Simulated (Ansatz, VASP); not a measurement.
# BN: VASP beside Ansatz

```
B N
1.0
     0.00000    1.81300    1.81300
     1.81300    0.00000    1.81300
     1.81300    1.81300    0.00000
B N
1 1
Direct
  0.00000 0.00000 0.00000
  0.75000 0.75000 0.75000
```

The cell is a database's computed one.

Alike in both runs: task single point; functional PBEsol; k mesh 12 × 12 × 12; occupations gaussian, width 0.05 eV; no spin polarisation.

|  | VASP | Ansatz |
| --- | --- | --- |
| version | VASP 6.6.1 | Ansatz 0.2.0 |
| potentials or method | VASP PAW PBE potentials, release 64 (B, N) | scalar-relativistic, plane waves, PAW |
| plane-wave cutoff (eV) | 520 | 420 |
| valence electrons in the cell | 8 | 8 |

VASP gave:

* gap on the k mesh at the Fermi level (eV): 4.27
* least direct gap on the mesh (eV): 8.72
* pressure (GPa): -5.7

Task: Estimate Ansatz's values.

Result: gap on the k mesh at the Fermi level (eV): 4.28; least direct gap on the mesh (eV): 8.73; pressure (GPa): -6.3.

The functional is the same, so the differences come from potentials, cutoffs and numerics.

Caveats: the PAW data sets were made with another functional, which shifts forces and pressure a little (VASP). A k mesh can miss the band edges.
